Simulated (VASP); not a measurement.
## SnO$_{2}$ in VASP 6.6.1, single-point calculation

INCAR

```
ALGO = Damped
NBANDS = 20
IBRION = -1
ENCUT = 520
ISIF = 2
NSW = 0
LWAVE = .FALSE.
GGA = PE
SIGMA = 0.02
LASPH = .TRUE.
PREC = Accurate
LREAL = .FALSE.
ISMEAR = -1
EDIFF = 1E-7
LCHARG = .FALSE.
TIME = 4
NELM = 73
```

KPOINTS

```
KPOINTS created by Atomic Simulation Environment
0
Gamma
8 8 8
0 0 0
```

POSCAR

```
Sn O
 1.0000000000000000
     0.0000000000000000    2.5334669720086236    2.5334669720086236
     2.5334669720086236    0.0000000000000000    2.5334669720086236
     2.5334669720086236    2.5334669720086236    0.0000000000000000
 Sn  O
   1   2
Cartesian
 -0.0000000000000000  0.0000000000000000  0.0000000000000000
  1.2667334860043118  1.2667334860043118  1.2667334860043118
  3.8002004580129354  3.8002004580129354  3.8002004580129354
```

The recommended PBE PAW datasets give the neutral cell 26 valence electrons.

Command

```
mpirun -np 1 vasp_std
```

OSZICAR

```
N       E                     dE             d eps       ncg     rms           ort
DAV:   1     0.346968416852E+03    0.34697E+03   -0.12194E+04   580   0.222E+03
DAV:   2     0.586076218907E+02   -0.28836E+03   -0.27496E+03   580   0.514E+02
DAV:   3    -0.842505112552E+01   -0.67033E+02   -0.64659E+02   580   0.223E+02
DAV:   4    -0.194796389101E+02   -0.11055E+02   -0.10889E+02   580   0.100E+02
DAV:   5    -0.209970170244E+02   -0.15174E+01   -0.15109E+01   580   0.349E+01
SDA:   6    -0.121444807833E+02    0.88525E+01   -0.10202E+03   580   0.255E+02   0.000E+00
DMP:   7     0.280546572552E+03    0.29269E+03   -0.25427E+04   580   0.618E+03  -0.103E+03
DMP:   8     0.143647556925E+04    0.11559E+04   -0.77881E+04   580   0.193E+04  -0.125E+03
DMP:   9     0.108407344997E+04   -0.35240E+03   -0.86776E+04   580   0.212E+04  -0.263E+03
DMP:  10     0.103185228111E+04   -0.52221E+02   -0.23473E+05   580   0.583E+04  -0.211E+03
...
DMP:  65     0.389021516169E+03    0.73971E+01   -0.85117E+03   580   0.197E+03  -0.944E+02
DMP:  66     0.379877162060E+03   -0.91444E+01   -0.82956E+03   580   0.190E+03  -0.993E+02
DMP:  67     0.391671979351E+03    0.11795E+02   -0.88905E+03   580   0.206E+03  -0.974E+02
DMP:  68     0.378099818863E+03   -0.13572E+02   -0.81236E+03   580   0.186E+03  -0.981E+02
DMP:  69     0.393531624851E+03    0.15432E+02   -0.95622E+03   580   0.221E+03  -0.108E+03
DMP:  70     0.379555475573E+03   -0.13976E+02   -0.82254E+03   580   0.189E+03  -0.992E+02
DMP:  71     0.394257190464E+03    0.14702E+02   -0.93045E+03   580   0.215E+03  -0.102E+03
DMP:  72     0.379922064594E+03   -0.14335E+02   -0.82758E+03   580   0.190E+03  -0.992E+02
DMP:  73     0.395203192372E+03    0.15281E+02   -0.10304E+04   580   0.237E+03  -0.119E+03
   1 F= 0.39520319E+03 E0= 0.39520319E+03  d E =0.000000E+00
```

Standard output (part)

```
POSCAR found type information on POSCAR SnO
 POSCAR found :  2 types and       3 ions
 LDA part: xc-table for (Slater+PW92), standard interpolation
 POSCAR, INCAR and KPOINTS ok, starting setup
 WAVECAR not read
 entering main loop
 final diagonalization occupied
|     The electronic self-consistency was not achieved in the given           |
|     number of steps (NELM). The forces and other quantities evaluated       |
|     might not be reliable so examine the results carefully. If you find     |
|     spurious results, we suggest increasing NELM, if you were close to      |
|     convergence or switching to a different ALGO or adjusting the           |
|     density mixing parameters otherwise.                                    |
```

It didn't converge.

Problem. What is wrong with this input?

Solution. Damping step far too long. It didn't converge.
